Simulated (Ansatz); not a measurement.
Input of an Ansatz 0.2.0 run:

Contents of input.yaml:

```yaml
crystal:
  lattice:
    - [2.9979471918, 0.0, 0.0]
    - [0.0002101642, 4.7076067549, 0.0]
    - [1.4984053173, 0.242353462, 7.0834647979]
  atoms:
    - { symbol: Ti, position: [0.00337187, 0.00038881, 0.00070319] }
    - { symbol: Ti, position: [0.34464021, 0.48025965, 0.31695987] }
    - { symbol: Ti, position: [0.66170814, 0.52047436, 0.68449636] }
    - { symbol: O, position: [0.44003816, 0.18543769, 0.1285388] }
    - { symbol: O, position: [0.77792634, 0.29772875, 0.45187807] }
    - { symbol: O, position: [0.10123624, 0.30895342, 0.80624322] }
    - { symbol: O, position: [0.90649721, 0.69183699, 0.19517157] }
    - { symbol: O, position: [0.22940715, 0.70300728, 0.54951473] }
    - { symbol: O, position: [0.56802567, 0.81530006, 0.87282718] }
hamiltonian:
  xc: pbe
  pseudopotentials: { kind: paw }
kpoints:
  mp_grid: { grid: [7, 5, 3] }
scf:
  occupations: { method: fermi_dirac, width: 0.05 }
output:
  forces: true
  stress: true
  eigenvalues: true
relax:
  f_tol: 0.01
  max_steps: 40
```

Potentials or basis: Ansatz PAW.

The run is started by

```sh
$ ansatz run input.yaml --threads 4 --pin off --max-ram 11264MiB --backend cpu --events-out ev --progress --plain --runs-dir out
```

Q: Predict the energy gained by relaxing.

A: 0.1 meV/atom.

Q: Estimate the band gap on the k mesh.

A: 2.26 eV, indirect (least direct gap 2.28 eV).

Final structure:
```yaml
crystal:
  lattice:
    - [2.99795, 0.00000, 0.00000]
    - [0.00021, 4.70761, 0.00000]
    - [1.49841, 0.24235, 7.08346]
  atoms:
    - { symbol: Ti, position: [0.00311, 0.00038, 0.00072] }
    - { symbol: Ti, position: [0.34465, 0.48098, 0.31756] }
    - { symbol: Ti, position: [0.66200, 0.51978, 0.68388] }
    - { symbol: O, position: [0.43989, 0.18531, 0.12861] }
    - { symbol: O, position: [0.77836, 0.29775, 0.45170] }
    - { symbol: O, position: [0.10156, 0.30820, 0.80533] }
    - { symbol: O, position: [0.90621, 0.69255, 0.19606] }
    - { symbol: O, position: [0.22931, 0.70300, 0.54969] }
    - { symbol: O, position: [0.56777, 0.81543, 0.87279] }
```

Caveat: odd divisions of the mesh miss points on the zone boundary, where band edges often lie, so the gap on the mesh can be too wide. A k mesh can miss the band edges.
